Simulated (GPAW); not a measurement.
AlCo3:

```
Co Al
1.0
     3.57495    0.00000    0.00000
     0.00000    3.57495    0.00000
     0.00000    0.00000    3.57495
Co Al
3 1
Direct
  0.00000 0.50000 0.50000
  0.50000 0.00000 0.50000
  0.50000 0.50000 0.00000
  0.00000 0.00000 0.00000
```

The cell comes from a database or a generator and needn't be the stable form of this composition.

```yaml
Program: GPAW 26.7.0
Task: relaxation of cell and atoms
Functional: PBEsol
Dispersion: D3(BJ)
Potentials_or_basis: PAW data sets generated in the run's folder for this functional
Cutoff: 600 eV
Basis: pw
k_mesh: 6 × 6 × 6
Occupations: fermi-dirac, width 0.05 eV
Spin: collinear spin, ferromagnetic start
Starting_moments: "[2.0, 2.0, 2.0, 0.0] μB"
```

At the start: pressure -12.6 GPa; volume 11.42 Å³/atom.

Q: How do energy, volume and symmetry change on relaxing?

A: Over 4 steps the energy falls by 24.8 meV/atom and the volume is 10.71 Å³/atom (-6.2 %); space group Pm-3m (No. 221, to 0.05 Å); moment 3.65 μB per cell.

Step by step:
| step | energy change (eV) | largest force (eV/Å) | pressure (GPa) | volume (Å³) |
| --- | --- | --- | --- | --- |
| 1 | 0.0000 | 0.0000 | -12.57 | 45.69 |
| 2 | -0.0289 | 0.0000 | -10.94 | 45.25 |
| 3 | -0.0970 | 0.0000 | 1.07 | 42.62 |
| 4 | -0.0994 | 0.0000 | -0.05 | 42.84 |

Final structure:
```cif
data_structure
_symmetry_space_group_name_H-M 'P 1'
_symmetry_Int_Tables_number 1
_cell_length_a 3.4989
_cell_length_b 3.4989
_cell_length_c 3.4989
_cell_angle_alpha 90.000
_cell_angle_beta 90.000
_cell_angle_gamma 90.000
_cell_volume 42.84
loop_
_atom_site_label
_atom_site_type_symbol
_atom_site_fract_x
_atom_site_fract_y
_atom_site_fract_z
_atom_site_occupancy
Co1 Co 0.00000 0.50000 0.50000 1
Co2 Co 0.50000 0.00000 0.50000 1
Co3 Co 0.50000 0.50000 0.00000 1
Al1 Al 0.00000 0.00000 0.00000 1
```

Caveat: each step starts from the last one's moments, so a moment once lost doesn't come back; later steps reuse the first step's grids; pairwise dispersion overbinds metals, which lowers pressure and volume.
